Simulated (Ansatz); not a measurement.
TiO2 at a changed volume: Quadrupolar parameters

The cell is a structure deposited in the COD, relaxed with PBE at fixed cell and then changed (volume scaled by 1.04, ions relaxed).

Space group P4_2/mnm (No. 136); a = 4.6545, c = 2.9979 Å.

| site | Wyckoff | site symmetry | x | y | z |
| --- | --- | --- | --- | --- | --- |
| Ti | 2a | m.mm | 0.0000 | 0.0000 | 0.0000 |
| O | 4f | m.2m | 0.3058 | 0.3058 | 0.0000 |

One atom of each set is listed.

Level of theory: DFT, PBE, plane waves and PAW, scalar-relativistic, 420 eV cutoff, Γ-centred 7×7×10 k-points, Fermi–Dirac smearing 0.02 eV (Ansatz 0.2.0).

V_zz is the principal component of the electric field gradient with the largest magnitude, η = (V_xx − V_yy)/V_zz and C_Q = eQV_zz/h. ν_Q = 3|C_Q|/[2I(2I − 1)].

⁴⁷Ti: I = 5/2, Q = 302.0 mb; 17O: I = 5/2, Q = -25.58 mb. Nuclear quadrupole moments: year-2017 set (Pyykkö).

Problem. Which values are expected at the nuclei?

Solution. 

```tsv
site	atoms	first shell	C_Q (MHz)	η	ν_Q (MHz)
Ti	2	6 O at 1.97–2.01 Å	-17.8	0.43	2.67
O	4	3 Ti at 1.97–2.01 Å	-1.56	0.96	0.234
```

Where η is near 1 the sign of V_zz means little.
